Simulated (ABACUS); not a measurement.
Here is an ABACUS 3.10.1 calculation.

INPUT

```
INPUT_PARAMETERS
suffix              SnO2
calculation         scf
basis_type          lcao
pseudo_dir          ./
orbital_dir         ./
symmetry            1
dft_functional      pbe
ecutwfc             100
pseudo_rcut         7
nspin               1
nbands              32
ks_solver           genelpa
smearing_method     fd
smearing_sigma      0.00367493
scf_thr             1e-07
scf_nmax            100
mixing_type         broyden
mixing_beta         0.7
cal_force           1
cal_stress          1
out_mul             1
```

Contents of STRU:

```
ATOMIC_SPECIES
Sn 118.7100 Sn.upf
O 15.9990 O.upf

NUMERICAL_ORBITAL
Sn_confined-atom_8au_2s2p2d.orb
O_confined-atom_6au_2s2p1d.orb

LATTICE_CONSTANT
1.8897261246

LATTICE_VECTORS
4.7380000000 0.0000000000 0.0000000000
0.0000000000 4.7380000000 0.0000000000
0.0000000000 0.0000000000 3.1865000000

ATOMIC_POSITIONS
Cartesian

Sn
0.0
2
2.3690000000 2.3690000000 1.5932500000 1 1 1
0.0000000000 0.0000000000 0.0000000000 1 1 1

O
0.0
4
3.8240398000 0.9139602000 1.5932500000 1 1 1
3.2829602000 3.2829602000 0.0000000000 1 1 1
0.9139602000 3.8240398000 1.5932500000 1 1 1
1.4550398000 1.4550398000 0.0000000000 1 1 1
```

The input KPT:

```
K_POINTS
0
Gamma
6 6 8 0 0 0
```

Potentials or basis: PseudoDojo NC SR 0.4.1 PBE standard, DZP LCAO (the cutoffs set its grid).

Command:

```bash
$ OMP_NUM_THREADS=1 mpirun -np 4 abacus > log
```

Question: Estimate the pressure.

Answer: 17.2 GPa.

Question: Predict the band gap on the k mesh.

Answer: 1.12 eV, direct.

Question: What does it give for the Mulliken charges?

Answer: Sn +1.31; O -0.67, -0.64 e.

Question: What does it give for the largest force?

Answer: 0.261 eV/Å.

Stress tensor (GPa, compression positive):
```
15.13  0.00  0.00
 0.00 15.13  0.00
 0.00  0.00 21.31
```

Caveat: the atomic orbitals were generated for these runs and aren't a published set; spin-orbit coupling is left out, which moves the levels of the heavy elements; the basis of atomic orbitals isn't converged, which shifts pressures, moduli and gaps. PBE gaps usually lie below the measured ones, often by a third to a half.
